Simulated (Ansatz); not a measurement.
The system is SnO2 (Cassiterite).

```
Sn O
1.0
     4.73800    0.00000    0.00000
     0.00000    4.73800    0.00000
     0.00000    0.00000    3.18650
Sn O
2 4
Cartesian
  2.3690 2.3690 1.5933
  0.0000 0.0000 0.0000
  3.8240 0.9140 1.5933
  3.2830 3.2830 0.0000
  0.9140 3.8240 1.5933
  1.4550 1.4550 0.0000
```

| Item | Value |
| --- | --- |
| Program | Ansatz 0.2.0 |
| Task | relaxation of cell and atoms |
| Functional | revPBE |
| Potentials or basis | Ansatz PAW |
| Cutoff | 420 eV (not typed: the program's choice for these potentials) |
| k mesh | 6 × 6 × 8 |
| Occupations | fermi-dirac, width 0.05 eV |
| Spin | no spin polarisation |

At the start: volume 11.92 Å³/atom.

Where does the relaxation end?

It ends after 7 steps and the volume is 12.79 Å³/atom (+7.3 %); space group P4_2/mnm (No. 136, to 0.05 Å).

The path:
| step | energy change (eV) | largest force (eV/Å) | volume (Å³) |
| --- | --- | --- | --- |
| 1 | 0.0000 | 0.2979 | 71.53 |
| 2 | -0.1820 | 0.0689 | 76.19 |
| 3 | -0.1816 | 0.0454 | 76.45 |
| 4 | -0.1823 | 0.0039 | 76.46 |
| 5 | -0.2143 | 0.0056 | 76.46 |
| 6 | -0.2136 | 0.0015 | 76.76 |
| 7 | -0.2150 | 0.0016 | 76.76 |

Final structure:
```
Sn O
1.0
     4.86132    0.00000    0.00000
     0.00000    4.86132    0.00000
     0.00000    0.00000    3.24809
Sn O
2 4
Direct
  0.50000 0.50000 0.50000
  0.00000 0.00000 0.00000
  0.80682 0.19318 0.50000
  0.69318 0.69318 0.00000
  0.19318 0.80682 0.50000
  0.30682 0.30682 0.00000
```

Caveat: the plane-wave basis is chosen anew once the cell has moved, so the energies of steps on either side of that aren't comparable; the pressure holds a Pulay correction of +0.7 GPa for the finite cutoff; the PAW data sets come from PBE, with cores solved anew for the run's functional, which leaves a small shift of forces and pressure.
